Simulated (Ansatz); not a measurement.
# W9S16: the cost of one run

Program: Ansatz 0.2.0. Level of theory: DFT PBE+D3(BJ), scalar-relativistic, plane waves, PAW. These are calculated values, not measurements.

5 further runs of the same task are left out: 5 set aside as unsound or not needed.

**1. Starting point**

It takes space group P6_3/mmc (No. 194, hexagonal). The conventional cell has a = 3.154 Å, b = 3.154 Å, c = 12.145 Å, α = 90.00°, β = 90.00°, γ = 120.00°. W (site symmetry -6m2) is surrounded by 6 S at 2.41 Å. Around S (site symmetry 3m) lie 3 W at 2.41 Å.

As a file:

```
W S
1.0
     3.15409    0.00000    0.00000
    -1.57704    2.73152    0.00000
     0.00000    0.00000   12.14483
W S
2 4
Direct
  0.33333 0.66667 0.75000
  0.66667 0.33333 0.25000
  0.33333 0.66667 0.12034
  0.66667 0.33333 0.62034
  0.33333 0.66667 0.37966
  0.66667 0.33333 0.87966
```

It goes back to an entry of the Materials Project.

This cell was relaxed beforehand with the same method: volume 17.44 Å³/atom, gap on the mesh 0.89 eV.

The host's static dielectric tensor, from an earlier linear-response run, has a mean of 11.66.

The perfect supercell (rows -2 -2 0; 2 0 0; 0 0 1 in vectors of this cell) comes from an earlier run at this level (24 atoms, E(σ→0) -97541.2687 eV, gap 1.10 eV on its own mesh).

**2. Setting up the defect**

The extra atom is put at (0.000, 0.000, 0.000) of the supercell, the middle of a void of radius 2.33 Å. A small random displacement (spread 0.06 Å) lets the symmetry of the site break. Its neighbours are 6 S at 2.33 Å.

**3. Relaxing the defect, charge 0**

input.yaml

```yaml
crystal:
  lattice:
    - [-3.154089167, -5.4630426888, 0.0]
    - [6.308178334, 0.0, 0.0]
    - [0.0, 0.0, 12.1448340132]
  atoms:
    - { symbol: W, position: [0.1666666667, 0.8333333333, 0.75] }
    - { symbol: W, position: [0.1666666667, 0.3333333333, 0.75] }
    - { symbol: W, position: [0.6666666667, 0.8333333333, 0.75] }
    - { symbol: W, position: [0.6666666667, 0.3333333333, 0.75] }
    - { symbol: W, position: [0.3333333333, 0.1666666667, 0.25] }
    - { symbol: W, position: [0.3333333333, 0.6666666667, 0.25] }
    - { symbol: W, position: [0.8333333333, 0.1666666667, 0.25] }
    - { symbol: W, position: [0.8333333333, 0.6666666667, 0.25] }
    - { symbol: S, position: [0.1830186761, 0.8492314914, 0.1177943787] }
    - { symbol: S, position: [0.1775997021, 0.3343997648, 0.1126835511] }
    - { symbol: S, position: [0.6590081932, 0.836984666, 0.113487177] }
    - { symbol: S, position: [0.6666666667, 0.3333333333, 0.1203422033] }
    - { symbol: S, position: [0.3333333333, 0.1666666667, 0.6203422033] }
    - { symbol: S, position: [0.3333333333, 0.6666666667, 0.6203422033] }
    - { symbol: S, position: [0.8333333333, 0.1666666667, 0.6203422033] }
    - { symbol: S, position: [0.8333333333, 0.6666666667, 0.6203422033] }
    - { symbol: S, position: [0.1666666667, 0.8333333333, 0.3796577967] }
    - { symbol: S, position: [0.1666666667, 0.3333333333, 0.3796577967] }
    - { symbol: S, position: [0.6666666667, 0.8333333333, 0.3796577967] }
    - { symbol: S, position: [0.6666666667, 0.3333333333, 0.3796577967] }
    - { symbol: S, position: [0.3398120564, 0.1606470458, 0.8804125675] }
    - { symbol: S, position: [0.3333333333, 0.6666666667, 0.8796577967] }
    - { symbol: S, position: [0.8382167175, 0.1647277077, 0.8854677033] }
    - { symbol: S, position: [0.8218159225, 0.6570880312, 0.873129555] }
    - { symbol: W, position: [-0.007972143, -0.006121189, 0.0027239672] }
  host:
    lattice:
      - [3.154089167, 0.0, 0.0]
      - [-1.5770445835, 2.7315213444, 0.0]
      - [0.0, 0.0, 12.1448340132]
    atoms:
      - { symbol: W, position: [0.3333333333, 0.6666666667, 0.75] }
      - { symbol: W, position: [0.6666666667, 0.3333333333, 0.25] }
      - { symbol: S, position: [0.3333333333, 0.6666666667, 0.1203422033] }
      - { symbol: S, position: [0.6666666667, 0.3333333333, 0.6203422033] }
      - { symbol: S, position: [0.3333333333, 0.6666666667, 0.3796577967] }
      - { symbol: S, position: [0.6666666667, 0.3333333333, 0.8796577967] }
basis:
  ecutwfc: 420
  xc_grid: 2
kpoints:
  mp_grid: { grid: [3, 3, 2], shift: [0.0, 0.0, 0.5] }
hamiltonian:
  xc: pbe
  dispersion: d3bj
scf:
  occupations: { method: gaussian, width: 0.01 }
output:
  forces: true
  stress: false
  eigenvalues: true
  charged_corrections:
    defect_position: [0.0, 0.0, 0.0]
    epsilon: [[14.17, 0.0, 0.0], [0.0, 14.17, 0.0], [0.0, 0.0, 6.6534]]
  write_density: true
  write_potential: true
  elf: true
  volumetric_format: npy
relax:
  adjacent_minimum: "off"
  f_tol: 0.025
  max_steps: 45
```

Command:

```
ansatz run input.yaml --threads 4 --pin off --max-ram 10240MiB --backend cpu --events-out ev --progress --plain --runs-dir out
```

What time and memory should one allow on 4 threads of Arm Neoverse V1, shared host?

About 4.8 min, with a peak of 1.5 GiB.
